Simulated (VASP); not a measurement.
# Na: work function with PBE

The system is Na, a slab with vacuum.

```xyz
3
Lattice="3.7670 0.0000 0.0000 -1.8835 3.2623 0.0000 0.0000 0.0000 21.1540" Properties=species:S:1:pos:R:3 pbc="T T T"
Na    0.0000    2.1749    7.5000
Na    1.8835    1.0874   10.5770
Na    0.0000    2.1749   13.6540
```

The slab is cut from a database's or a generator's crystal, which needn't be the stable form of the element.

The cell isn't the ideal one: the (0 0 1) slab of Na, cut from the database cell, not relaxed.

```json
{
  "Program": "VASP 6.6.1",
  "Task": "work function",
  "Functional": "PBE",
  "Potentials or basis": "VASP PAW PBE potentials, release 64 (Na_pv)",
  "Cutoff": "520 eV",
  "k mesh": "8 × 8 × 1",
  "Occupations": "gaussian, width 0.05 eV",
  "Spin": "no spin polarisation",
  "Dipole correction": "yes",
  "Further INCAR settings": "ALGO = Normal; EDIFF = 1e-07"
}
```

```
Largest force                   : 0.033 eV/Å
Band gap on the k mesh          : none (metal or under the smearing width)
Work function of the upper face : 2.98 eV
Work function of the lower face : 2.98 eV
```

Forces on the atoms (eV/Å):
```
Na   0.000  0.000  0.033
Na   0.000  0.000  0.000
Na   0.000  0.000 -0.033
```

Levels at points of the mesh, in eV from the Fermi level:
| k point | band 7 | band 8 | band 9 | band 10 | band 11 | band 12 | band 13 | band 14 |
| --- | --- | --- | --- | --- | --- | --- | --- | --- |
| (0.00, 0.00, 0.00) | -24.87 | -24.87 | -24.87 | -2.87 | -2.03 | -0.68 | 0.71 | 2.12 |
| (0.50, 0.00, 0.00) | -24.89 | -24.87 | -24.87 | 0.58 | 0.71 | 1.25 | 1.73 | 2.73 |

Run time: 22 s on 1 thread of AMD EPYC 9R45 96-Core Processor (Zen 5), with other jobs on the host, peak memory 0.31 GiB.
